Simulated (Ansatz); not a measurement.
PbSe: from a first guess to the relaxed zincblende type

First guess:

```yaml
crystal:
  lattice:
    - [0.00000, 3.21951, 3.21951]
    - [3.21951, 0.00000, 3.21951]
    - [3.21951, 3.21951, 0.00000]
  atoms:
    - { symbol: Pb, position: [0.00000, 0.00000, 0.00000] }
    - { symbol: Se, position: [0.25000, 0.25000, 0.25000] }
```

Level of theory: DFT, PBE, PAW with Ansatz's default frozen-core files, scalar-relativistic (Ansatz 0.2.0).

Cell and atoms relax within the symmetry of the start on a 11×11×11 k mesh with 0.08 eV Fermi–Dirac smearing.

The start is built from a prototype, known or not as a phase of this compound; the cutoff is 420 eV.

Spin–orbit coupling is left out, though it moves levels of the heavy atoms by tenths of an eV or more.

Question: What is the pressure of the first guess?

Answer: 9.76 GPa.

Question: What does it relax to?

Answer: a = 6.901 Å, b = 6.901 Å, c = 6.901 Å, α = 90.00°, β = 90.00°, γ = 90.00° (conventional cell), 41.08 Å³ per atom:
Space group F-43m (No. 216). a = 6.901 Å, b = 6.901 Å, c = 6.901 Å, α = 90.00°, β = 90.00°, γ = 90.00°
```csv
atom,site,symmetry,x,y,z
Pb,4a,-43m,0.0000,0.0000,0.0000
Se,4d,-43m,0.2500,0.2500,0.7500
```

Question: How much energy does the relaxation release?

Answer: 197 meV/atom.
